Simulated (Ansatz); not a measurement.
An input for Ansatz 0.2.0 (OsClF (1T monolayer (Janus))):

```yaml
crystal:
  lattice:
    - [3.436665523, 0.0, 0.0]
    - [-1.7183327615, 2.9762396473, 0.0]
    - [0.0, 0.0, 27.4]
  atoms:
    - { symbol: Os, position: [0.0, 0.0, 0.4997844686] }
    - { symbol: F, position: [0.3333333333, 0.6666666667, 0.5383268883] }
    - { symbol: Cl, position: [0.6666666667, 0.3333333333, 0.4616731117] }
  periodic: [true, true, false]
kpoints:
  mp_grid: { grid: [9, 9, 1] }
  band_path:
    path:
      - [0, 0, 0]
      - [0.5, 0, 0]
      - [0.3333333333333, 0.3333333333333, 0]
      - [0, 0, 0]
    npoints: 10
hamiltonian:
  xc: pbesol
scf:
  occupations: { method: fixed }
  n_extra_bands: 10
magnetization:
  noncollinear: true
  spin_orbit: true
output:
  eigenvalues: true
  forces: true
  stress: true
```

```sh
ansatz run input.yaml --threads 8 --pin off --max-ram 13824MiB --backend cpu --events-out ev --progress --plain --runs-dir out
```

**Question.** Estimate wall time and host memory on 8 threads of Arm Neoverse N1, shared host.

It took 22 s; on shared hardware allow 11 s to 44 s. Peak host memory was 1.7 GiB. The sizes that set the cost: 5431 plane waves a state, 12 irreducible k points and 10 SCF cycles.

[Paths, hosts, dates, memory and timing lines, banners, echoed tables and standing remarks are left out of the program output.]

[Logs are printed without paths, hosts, clocks, repeated set-up lines and the standing remarks that a program may print on its own settings, such as how far it seeks lower states.]

[Runs of the session that timed out or met a known fault of the program may be left out.]

[Cells called generated may have been cut or substituted from an entry of the Crystallography Open Database or the Materials Project.]

[Hosts, paths, dates, database ids (printed as entryN), source tags and the programs' standing remarks are cut or masked in the printed files.]
